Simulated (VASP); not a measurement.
Set up this calculation in VASP 6.6.1, as the native input.

```yaml
Task: relaxation of cell and atoms
Functional: LDA
Potentials_or_basis: VASP PAW LDA potentials, release 64 (Rh_pv)
Cutoff: 600 eV
k_mesh: 18 × 18 × 10
Occupations: gaussian, width 0.1 eV
Spin: no spin polarisation
Further_INCAR_settings: ALGO = Normal; EDIFF = 1e-07; IBRION = 2; EDIFFG = -0.005; NSW = 90; ISIF = 3
```

The structure of Rh lies in POSCAR:

```
Rh
1.0
    2.6923490400      0.0000000000      0.0000000000
   -1.3461745200      2.3316426600      0.0000000000
    0.0000000000      0.0000000000      4.3966059800
Rh
2
Direct
    0.3333333300      0.6666666700      0.2500000000
    0.6666666700      0.3333333300      0.7500000000
```

This isn't the form of Rh at room conditions, which is fcc.

The input as run:

INCAR

```
PREC = Accurate
ENCUT = 600
EDIFF = 1E-7
ISMEAR = 0
SIGMA = 0.1
LREAL = F
LASPH = T
NELM = 60
ALGO = Normal
ISIF = 3
LWAVE = F
LCHARG = F
GGA = CA
IBRION = 2
NSW = 90
EDIFFG = -0.005
```

KPOINTS

```
Automatic mesh
0
Gamma
  18 18 10
```

Potentials or basis: VASP PAW LDA potentials, release 64 (Rh_pv).

The run is started by

```console
$ cat potpaw_LDA.64/Rh_pv/POTCAR > POTCAR
$ mpirun -np 1 vasp_std > vasp.out
```

Results of the run:

* Relaxed volume: 13.31 Å³/atom
* Relaxed cell: a = 2.672 Å, b = 2.672 Å, c = 4.303 Å, α = 90.00°, β = 90.00°, γ = 120.00°
* Space group after relaxing (to 0.05 Å): P6_3/mmc (No. 194)
* Energy gained by relaxing: 18.5 meV/atom
* Ionic steps: 10
* Pressure after relaxing: 0.0 GPa
* Band gap on the k mesh: none (metal or under the smearing width)

It took 3.5 min on 1 thread of Intel(R) Xeon(R) 6975P-C (Granite Rapids), with other jobs on the host, peak memory 0.24 GiB.
